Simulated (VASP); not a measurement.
# GaP: forms and broadenings of the independent-particle spectrum

GaP, F-43m (no. 216), 2 atoms in the cell. PBE, independent-particle dielectric function; PAW potentials Ga_d, P (PBE set).

## Input

INCAR.step1:
```
SYSTEM = GaP
EDIFF = 1E-8
ENCUT = 330
ISMEAR = 0
KPAR = 4
LASPH = .TRUE.
LCHARG = .FALSE.
LEPSILON = .TRUE.
LWAVE = .FALSE.
PREC = Accurate
SIGMA = 0.02
```

INCAR.step2, as INCAR.step1 but for:
```
- LEPSILON = .TRUE.
- LWAVE = .FALSE.
+ LWAVE = .TRUE.
+ NBANDS = 41
```

INCAR.step3:
```
SYSTEM = GaP
ALGO = None
CSHIFT = 0.1
EDIFF = 1E-7
ENCUT = 330
ISMEAR = 0
ISTART = 1
KPAR = 4
LASPH = .TRUE.
LCHARG = .FALSE.
LOPTICS = .TRUE.
LWAVE = .FALSE.
NBANDS = 41
NEDOS = 2000
NELM = 1
PREC = Accurate
SIGMA = 0.02
```

INCAR.step4, as INCAR.step3 but for:
```
+ LNABLA = .TRUE.
```

INCAR.step5, as INCAR.step4 but for:
```
- LNABLA = .TRUE.
+ IPEAD = 2
+ LPEAD = .TRUE.
```

INCAR.step6, as INCAR.step5 but for:
```
- IPEAD = 2
+ IPEAD = 1
```

INCAR.step7 changes the same tag again: IPEAD = 4.

INCAR.step8, as INCAR.step7 but for:
```
- CSHIFT = 0.1
- IPEAD = 4
- LPEAD = .TRUE.
+ CSHIFT = 0.3
```

INCAR.step9, as INCAR.step8 but for:
```
- CSHIFT = 0.3
+ CSHIFT = 0.05
```

INCAR.step10 changes the same tag again: CSHIFT = 0.5.

INCAR.step11, as INCAR.step10 but for:
```
- CSHIFT = 0.5
- ISMEAR = 0
+ CSHIFT = 0.1
+ ISMEAR = -5
```

INCAR.step12, as INCAR.step11 but for:
```
- ISMEAR = -5
- SIGMA = 0.02
+ ISMEAR = 0
+ SIGMA = 0.2
```

INCAR.step13, as INCAR.step12 but for:
```
- SIGMA = 0.2
+ OMEGAMAX = 12
+ SIGMA = 0.02
```

INCAR.step14, as INCAR.step13 but for:
```
- OMEGAMAX = 12
+ OMEGAMAX = 60
```

KPOINTS:
```
k-points
0
Gamma
  12 12 12
```

POSCAR:
```
GaP
1.0
    0.0000000000      2.7252500000      2.7252500000
    2.7252500000      0.0000000000      2.7252500000
    2.7252500000      2.7252500000      0.0000000000
Ga P
1 1
Direct
    0.0000000000      0.0000000000      0.0000000000
    0.7500000000      0.7500000000      0.7500000000
```

Commands (each step's output is kept before the next begins):
```
cat potpaw_PBE.64/Ga_d/POTCAR potpaw_PBE.64/P/POTCAR > POTCAR
cp INCAR.step1 INCAR
mpirun -np 4 vasp_std > vasp.out
rm WAVECAR CHG
cp INCAR.step2 INCAR
mpirun -np 4 vasp_std > vasp.out
cp INCAR.step3 INCAR
mpirun -np 4 vasp_std > vasp.out
cp INCAR.step4 INCAR
mpirun -np 4 vasp_std > vasp.out
cp INCAR.step5 INCAR
mpirun -np 4 vasp_std > vasp.out
cp INCAR.step6 INCAR
mpirun -np 4 vasp_std > vasp.out
cp INCAR.step7 INCAR
mpirun -np 4 vasp_std > vasp.out
cp INCAR.step8 INCAR
mpirun -np 4 vasp_std > vasp.out
cp INCAR.step9 INCAR
mpirun -np 4 vasp_std > vasp.out
cp INCAR.step10 INCAR
mpirun -np 4 vasp_std > vasp.out
cp INCAR.step11 INCAR
mpirun -np 4 vasp_std > vasp.out
cp INCAR.step12 INCAR
mpirun -np 4 vasp_std > vasp.out
cp INCAR.step13 INCAR
mpirun -np 4 vasp_std > vasp.out
cp INCAR.step14 INCAR
mpirun -np 4 vasp_std > vasp.out
```

## Result

- Direct gap on the mesh (eV): 1.83
- Gap on the mesh (eV): 1.59
- Bands: 41

One ground state, settings moved in the last step alone:

| Settings | ε at zero frequency | Mean energy of the absorption, weighted by Im ε (eV) | Time (s) |
|---|---|---|---|
| longitudinal form, CSHIFT 0.1 | 10.98 | 5.15 | 2 |
| transversal form (LNABLA) | 12.15 | 5.23 | 2 |
| finite differences (LPEAD), order 2 | 10.76 | 5.20 | 4 |
| finite differences (LPEAD), order 1 | 10.34 | 5.32 | 3 |
| finite differences (LPEAD), order 4 | 10.84 | 5.17 | 5 |
| CSHIFT 0.3 | 10.93 | 5.19 | 2 |
| CSHIFT 0.05 | 10.98 | 5.14 | 2 |
| CSHIFT 0.5 | 10.83 | 5.23 | 2 |
| tetrahedron method | 10.64 | 5.27 | 2 |
| SIGMA 0.2 | 10.99 | 5.15 | 2 |
| OMEGAMAX 12, which cuts the spectrum short | 10.82 | 5.15 | 2 |
| OMEGAMAX 60 | 10.98 | 5.15 | 2 |

The mean energy covers the spectrum up to 12 eV.

On the same mesh, density-functional perturbation theory with local fields gives ε = 10.46.

VASP 6.6.1 took 115 s on 4 cores (Intel Xeon Platinum 8488C (Sapphire Rapids)), a shared host.
